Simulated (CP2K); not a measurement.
KTaO3:

```
CELL_PARAMETERS angstrom
3.98830 0.00000 0.00000
0.00000 3.98830 0.00000
0.00000 0.00000 3.98830
ATOMIC_POSITIONS crystal
Ta 0.00000 0.00000 0.00000
K 0.50000 0.50000 0.50000
O 0.00000 0.00000 0.50000
O 0.00000 0.50000 0.00000
O 0.50000 0.00000 0.00000
```

Base run:

| Item | Value |
| --- | --- |
| Program | CP2K 2026.2 |
| Functional | MS2 |
| Potentials or basis | POTENTIAL_UZH Ta GTH-PBE-q13, K GTH-PBE-q9, O GTH-PBE-q6; DZVP-MOLOPT-PBE-GTH basis |
| Density cutoff | 11565 eV |
| k mesh | 7 × 7 × 7 |
| Occupations | fermi-dirac, width 0.05 eV |
| Spin | no spin polarisation |

Its results: pressure -1.6 GPa.

Question: The run is repeated on the same cell with these changes: functional from MS2 to PBE. What comes out?

Answer: Pressure 2.4 GPa.

Caveats: the basis of atomic orbitals isn't converged, which shifts pressures, moduli and gaps; the potentials were made for another functional, which shifts forces and pressure (some runs).
